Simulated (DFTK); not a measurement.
Crystal: NaI.

```xyz
2
Lattice="0.0000 3.2364 3.2364 3.2364 0.0000 3.2364 3.2364 3.2364 0.0000" Properties=species:S:1:pos:R:3 pbc="T T T"
I     3.2364    3.2364    3.2364
Na    0.0000    0.0000    0.0000
```

Base run:

| Property | Result |
| --- | --- |
| Program | DFTK 0.8.2 |
| Functional | PBE |
| Potentials or basis | dojo.nc.sr.pbe.v0_4_1.standard.upf (PBE) |
| Cutoff | 1197 eV |
| k mesh | 7 × 7 × 7 |
| Occupations | fermi-dirac, width 0.05 eV |
| Spin | no spin polarisation |

Its results: band gap on the k mesh 3.64 eV, direct; pressure 0.4 GPa.

**Question.** The run is repeated on the same cell with these changes: functional from PBE to PBEsol; potentials or basis from dojo.nc.sr.pbe.v0_4_1.standard.upf (PBE) to dojo.nc.sr.pbesol.v0_4_1.standard.upf (PBEsol). What comes out?

**Answer.** Band gap on the k mesh 3.51 eV, direct; pressure -0.5 GPa.

Caveats: spin-orbit coupling is left out, which moves the levels of the heavy elements.

